The most compressed cell looks wrong. At 26.070 Å³/atom PbSe has a band gap of 0.365 eV, although compression from the larger volumes had almost closed the gap, to 0.008 eV at 28.591 Å³/atom. If that trend simply went on, no gap should be left. The two cells between these volumes show the same return, so three rows break the pattern.

PbSe in the rocksalt structure under hydrostatic strain, calculated with Ansatz 0.2.0 using r2SCAN with spin-orbit coupling, PAW potentials, a 500 eV plane-wave cutoff, an 8×8×8 k mesh and Fermi–Dirac smearing of 0.02 eV. The band gap is the smallest found over the mesh, selected k points and any path between them.

```csv
volume (Å³/atom),shortest distance (Å),band gap (eV),least direct gap (eV)
26.070,2.965,0.365,0.368
26.893,2.996,0.231,0.231
27.734,3.027,0.105,0.105
28.591,3.058,0.008,0.008
29.466,3.089,0.109,0.109
30.359,3.120,0.201,0.201
31.270,3.150,0.283,0.283
32.199,3.181,0.355,0.355
33.146,3.212,0.417,0.417
```

Two magnitudes set the scale. Near the reference cell at 29.466 Å³/atom, which has the lowest energy of the series, one per cent of volume moves the gap by about 0.03 eV. The gap there is only about 0.1 eV, so roughly three per cent of compression uses it up. What happens next depends on whether the two band edges can pass through each other.

**A gap that has lost its sign**

A printed gap is the distance from the highest filled level to the lowest empty one, so it can't be negative. In this calculation the valence top lies at the point L of the Brillouin zone at every volume, and so does the conduction minimum except in the smallest cell. The returning gap therefore doesn't come from a distant valley taking over. The natural reading is that the same two levels at L have changed places.

It helps to follow the levels by character instead of by filling. Let $E_s$ be the energy of the level that forms the conduction edge in the expanded crystal, less the energy of the one that forms its valence edge. The direct gap at L is then $|E_s|$. If $E_s$ runs smoothly through zero, the printed gap must fall, touch zero and rise again.

**Why the levels move, and why they can cross**

The orbital picture is standard bonding theory. Seen from a lead nucleus, which is a centre of inversion, states at L are either even or odd. The even valence edge is mainly Se 4p with some Pb 6s, and the odd conduction edge is mainly Pb 6p with some Se 4s. Each edge is antibonding, pushed up by the s level that lies below it.

Shorter Pb–Se contacts strengthen both pushes, but not equally. For similar couplings, the push is larger, and grows faster with the coupling, when the two partners lie closer in energy. Pb 6s lies much closer below Se 4p than Se 4s lies below Pb 6p, so compression should lift the valence edge faster than the conduction edge. The table shows the result, a changing distance between the edges; which edge does most of the moving is argued from the bonding.

Opposite parity decides what happens when the edges meet. Levels that could mix would repel each other and keep a finite gap, equal at its smallest to twice their coupling. The gap of 0.008 eV near closure leaves room for a coupling of 0.004 eV at most. An even and an odd level at L have none, so they cross and the gap reopens with the edges exchanged.

**How large the breaks are**

The smooth model lets the response to compression change steadily with volume:

$$E_s = c_0 + c_1 x + c_2 x^2, \qquad x = \ln(V/V_0),$$

where $V$ is the volume per atom and $V_0$ its value in the reference cell. The three constants were fitted only to the five largest volumes, where the order of the edges isn't in question. The slope $c_1$ is the deformation potential of the gap at the reference volume.

The smallest cell, which took no part in the fit, serves as the worked case. Its volume gives $x = \ln(26.070/29.466) = -0.1225$, and therefore

$$E_s = 0.109 - 3.246 \times 0.1225 - 5.338 \times 0.1225^2 \approx -0.37\ \text{eV}.$$

The table has a direct gap of 0.368 eV there. The size is right and only the sign differs.

Taken at face value, the three breaks amount to about 0.2, 0.5 and 0.7 eV, growing with compression. Each is twice the printed direct gap, which is just what a lost sign produces. Once the sign is restored, the model meets these three rows to within about 0.002 eV. The printed output below lists the comparison row by row.

The curvature is needed. The slope of $E_s$ against $\ln V$ doubles from the expanded to the compressed end. Orbital overlap that grows ever faster at short contacts would act in this direction, but the size of the change isn't derived here. A constant deformation potential would still predict the exchange of the edges, but it would miss the smallest cell by 0.08 eV.

**The row next to closure**

The cell at 28.591 Å³/atom has a gap smaller than the smearing width of 0.02 eV, so its edges at L are partly filled and partly emptied. It is best read as almost closed. Its sign rests on smoothness: the model misses it by 0.002 eV if the order is still normal and by 0.014 eV if it is already exchanged. The crossing then falls near 28.5 Å³/atom, at a pressure of about 1.4 GPa.

**A small break inside the large one**

In the smallest cell the band gap is 0.003 eV below the least direct gap, because the conduction minimum has moved slightly off L. A likely cause is the exchange itself. Away from L parity no longer keeps the two bands apart, and their mixing can shift an edge to the side. This is one row, whose search included a point very close to L that the other rows lack, so a similar shift at other volumes remains possible.

**What carries over to a real crystal**

The closure pressure is probably too low. The calculated gap of the reference cell is 0.109 eV, while the measured low-temperature value is, as a rough recollection, 0.15 eV. The comparison even flatters the calculation, because the edge of its reference cell is about one per cent longer than that of the real crystal, also by recollection. The cell with an edge one per cent shorter, at 28.591 Å³/atom, has almost no gap left. Functionals of this kind tend to make normal gaps too small, and the vibrations that widen the gap of PbSe on warming are absent from the calculation. If the same error persists under compression, the real edges meet later and the exchanged gaps are smaller than those in the table.

The two smallest cells need pressures of about 5 and 7 GPa. Real PbSe leaves the rocksalt structure at roughly 4 to 5 GPa, again a recalled value, so these rows probably describe a metastable crystal. The cell at 27.734 Å³/atom, at 3 GPa, already shows the exchange below that limit, though in the real crystal, where the edges meet later, they may not yet have crossed at this pressure.

For practical use, the size of the gap alone doesn't fix the state of compression. The cells at 27.734 and 29.466 Å³/atom have gaps within 0.01 eV of each other, yet their edges are in opposite order. What separates them is the response to a little more pressure: the gap widens in the first and narrows in the second.

The analysis program printed:

```
fit of least_direct_gap on 5 rows (vol > 29): constant 0.1089 +/- 0.00012, coefficient of x 3.246 +/- 0.0046, coefficient of x2 -5.338 +/- 0.038; rms 7.73e-05, worst 32.199 -0.00011, leave-one-out rms 0.000322
  rows outside the fit (model, value, miss): 26.07 -0.3686, 0.368, -0.737; 26.893 -0.2322, 0.231, -0.463; 27.734 -0.1073, 0.105, -0.212; 28.591 0.006236, 0.008, -0.00176
Smooth model and signed gap in eV and slope in eV per unit of ln volume:
     row     model       break  signed_gap  model_less_signed  line_less_signed  slope
   26.07   -0.3686      0.7366      -0.368         -0.0006067           0.07943    n/a
  26.893   -0.2322      0.4632      -0.231          -0.001235           0.04333  4.408
  27.734   -0.1073      0.2123      -0.105          -0.002296           0.01729  4.092
  28.591  0.006236    0.001764       0.008          -0.001764          0.003087  3.713
  29.466    0.1089   5.377e-05       0.109         -5.377e-05        -5.377e-05   3.35
  30.359    0.2011   -0.000109       0.201           0.000109          0.004867  3.081
   31.27     0.283   1.056e-06       0.283         -1.056e-06           0.01885  2.773
  32.199    0.3549   0.0001097       0.355         -0.0001097           0.04189  2.459
  33.146    0.4171  -5.558e-05       0.417          5.558e-05           0.07398  2.139
Volume where the signed gap is zero (Å³/atom): 28.53
Compression from the reference cell to closure (% of volume): 3.175
Pressure at closure (GPa): 1.378
Pressure coefficient of the gap around the reference cell (meV/GPa): -66.4
Steepest slope over flattest slope: 2.061
Model less signed gap at near closure if that row were negative (meV): 14.24
Direct gap less band gap in the smallest cell (meV): 3
```
